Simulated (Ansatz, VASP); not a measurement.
## Al: VASP beside Ansatz

```
CELL_PARAMETERS angstrom
-1.59600 1.59600 1.61751
1.59600 -1.59600 1.61751
3.19199 3.19199 0.00000
ATOMIC_POSITIONS crystal
Al 0.07816 0.92184 0.00000
Al 0.42184 0.57816 0.50000
```

Change from the starting cell: mode 1 frozen in at -0.358 Å, equal normal strain along x and y -0.0133.

Alike in both runs: task single point; functional PBE; k mesh 20 × 20 × 12; occupations gaussian, width 0.15 eV; no spin polarisation.

|  | VASP | Ansatz |
| --- | --- | --- |
| version | VASP 6.6.1 | Ansatz 0.2.0 |
| potentials or method | VASP PAW PBE potentials, release 64 (Al) | scalar-relativistic, plane waves, PAW |
| plane-wave cutoff (eV) | 520 | 420 |
| valence electrons in the cell | 6 | 6 |

|  | VASP | Ansatz | Ansatz less VASP |
| --- | --- | --- | --- |
| gap on the k mesh at the Fermi level (eV) | none | none | - |
| pressure (GPa) | 2.7 | 2.8 | +0.03 |
| largest component of the traceless stress (GPa) | 2.94 | 2.95 | +0.018 |
| rms of the force components (eV/Å) | 0.080 | 0.081 | +0.0007 |

Atom by atom the forces differ by 0.001 eV/Å (rms over components). A gap of «none» marks a metal or a gap that the smearing closes. With one functional, cell and mesh, what is left measures potentials, basis and numerics.
